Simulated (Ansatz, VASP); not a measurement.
Two plane-wave programs on W

Contents of INCAR:

```
PREC = Accurate ; ENCUT = 520
EDIFF = 1E-7 ; ISMEAR = -1
SIGMA = 0.1 ; LREAL = F
LASPH = T ; NELM = 80
ALGO = Normal ; ISIF = 2
LWAVE = F ; LCHARG = F
GGA = PE ; NBANDS = 13
```

KPOINTS

```
regular mesh
0
Gamma
  9 9 9
```

POSCAR

```
W
1.0
    2.8708540000      0.0000000000      0.0000000000
    1.4354270000      2.4862324946      0.0000000000
    1.4354270000      0.8287441649      2.3440424753
W
1
Direct
    0.0000000000      0.0000000000      0.0000000000
```

Input for Ansatz:

```yaml
crystal:
  lattice:
    - [2.870854, 0.0, 0.0]
    - [1.4354270000000002, 2.486232494556171, 0.0]
    - [1.4354270000000002, 0.828744164852057, 2.3440424753426856]
  atoms:
    - { symbol: W, position: [0.0, 0.0, 0.0] }
kpoints:
  mp_grid:
    grid: [9, 9, 9]
hamiltonian:
  xc: pbe
scf:
  occupations:
    method: fermi_dirac
    width: 0.1
output:
  forces: true
  stress: true
```

This isn't the form of W at room conditions, which is bcc.

Alike in both runs: task single point; functional PBE; k mesh 9 × 9 × 9; occupations fermi-dirac, width 0.1 eV; no spin polarisation.

```csv
,VASP,Ansatz
version,VASP 6.6.1,Ansatz 0.2.0
potentials or method,"VASP PAW PBE potentials, release 64 (W_sv)","plane waves, PAW"
plane-wave cutoff (eV),520,420
valence electrons in the cell,14,14
```

Ansatz gave:

- pressure (GPa): -5.2

Task: Estimate VASP's values.

Result: Pressure (GPa): -4.7.

Spin-orbit coupling is left out, which matters for the levels of W.
